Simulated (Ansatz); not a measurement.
Rock-salt LiI, treated with HSE06-D3(BJ) (plane waves, PAW; Ansatz, a first-principles code).

Numerical settings: plane-wave cutoff 460 eV, 8×8×8 k mesh, Fermi–Dirac smearing 0.01 eV, scalar-relativistic PAW data made under PBE.

Computed at the level's own relaxed cell.

**Question.** Give the computed lattice parameter a, pressure derivative B′ of the bulk modulus, bulk modulus, band gap and equilibrium volume per atom.

**Answer.** 
- lattice parameter a: 5.800 Å
- pressure derivative B′ of the bulk modulus: 4.4
- bulk modulus: 26.2 GPa
- band gap: 5.32 eV
- equilibrium volume per atom: 24.39 Å³/atom

Measured, for comparison: bulk modulus 24 GPa (0 K, extrapolated to 0 K; as tabulated in Doll and Stoll (1998), arXiv:cond-mat/9801031). Computed (rounded) less measured: bulk modulus +9 %.

Spin–orbit coupling is not included; with these elements it can move the gap by several tenths of an eV or more.

The computed numbers hold no vibrational or temperature effects.
